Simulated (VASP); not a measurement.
Input of a VASP 6.6.1 run:

INCAR

```
SYSTEM = Ta
  PREC = Accurate
  ENCUT = 520
  EDIFF = 1E-6
  ISMEAR = 0
  SIGMA = 0.1
  LREAL = .False.
  LASPH = .True.
  NELM = 100
  ALGO = Normal
  ISIF = 2
  LWAVE = .False.
  LCHARG = .True.
  GGA = PS
  LELF = .True.
  LVHAR = .True.
  NBANDS = 54
```

File KPOINTS:

```
regular mesh
0
Gamma
  4 4 4
  0 0 0
```

The input POSCAR:

```
Ta
1.0
    5.2602079144      0.0000000000      0.0000000000
    0.0000000000      5.2602079144      0.0000000000
    0.0000000000      0.0000000000      5.2602079144
Ta
8
Direct
    0.5000000000      0.5000000000      0.5000000000
    0.0000000000      0.0000000000      0.0000000000
    0.2500000000      0.0000000000      0.5000000000
    0.5000000000      0.2500000000      0.0000000000
    0.5000000000      0.7500000000      0.0000000000
    0.7500000000      0.0000000000      0.5000000000
    0.0000000000      0.5000000000      0.7500000000
    0.0000000000      0.5000000000      0.2500000000
```

Potentials or basis: VASP PAW PBE potentials, release 64 (Ta_pv).

Run with:

```console
$ cat potpaw_PBE.64/Ta_pv/POTCAR > POTCAR
$ mpirun -np 1 vasp_std > vasp.out
```

Question: What does it give for the pressure?

Answer: 0.2 GPa.

Question: Predict the band gap on the k mesh.

Answer: None (metal or under the smearing width).

Caveat: the PAW data sets were made with another functional, which shifts forces and pressure a little. Spin-orbit coupling is left out, which matters for the levels of Ta.
